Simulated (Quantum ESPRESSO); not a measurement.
Crystal: GaAs.

```xyz
2
Lattice="0.0000 2.8268 2.8268 2.8268 0.0000 2.8268 2.8268 2.8268 0.0000" Properties=species:S:1:pos:R:3 pbc="T T T"
As    4.2403    4.2403    4.2403
Ga    0.0000    0.0000    0.0000
```

| Property | Result |
| --- | --- |
| Program | Quantum ESPRESSO 7.5 |
| Task | phonons |
| Functional | PBE |
| Dispersion | D2 |
| Potentials or basis | SG15 PBE 1.2 |
| Cutoff | 1197 eV |
| Density cutoff | 4789 eV |
| k mesh | 6 × 6 × 6, shifted |
| Occupations | fermi-dirac, width 0.05 eV |
| Spin | no spin polarisation |
| Mixing beta | 0.5 |
| Most SCF iterations | 120 |
| SCF threshold | 4e-10 Ry |

The cell and the atoms were relaxed first, to 22.35 Å³/atom (a = 3.984 Å, b = 3.984 Å, c = 3.984 Å, α = 60.00°, β = 60.00°, γ = 60.00°), and the response was taken there.

The first run showed a gap, so the response started from a second, tighter run with fixed occupations.

Problem. Which optical modes does the crystal have at the zone centre, and which show in infrared and Raman spectra?

Solution. The optical modes are T2. Infrared active: T2. Raman active: T2.

Optical modes at Γ, degenerate ones joined, polar ones without the macroscopic field:
```csv
cm⁻¹,components,symmetry,active in,"IR intensity, summed ((D/Å)²/amu)"
270,3,T2,IR and Raman,8.50
```

Zone-centre frequencies without and with the macroscopic field along z (cm⁻¹):
|  | optical modes in rising order |
| --- | --- |
| without | 270 270 270 |
| with the field | 270 270 288 |

Born effective charge tensors (e):
atom 1, As
```
-2.12  0.00  0.00
 0.00 -2.12  0.00
 0.00  0.00 -2.12
```
atom 2, Ga
```
2.09 0.00 0.00
0.00 2.09 0.00
0.00 0.00 2.09
```

Caveat: the mesh is thin for the dielectric tensor, Born charges and intensities, which usually come out too large.
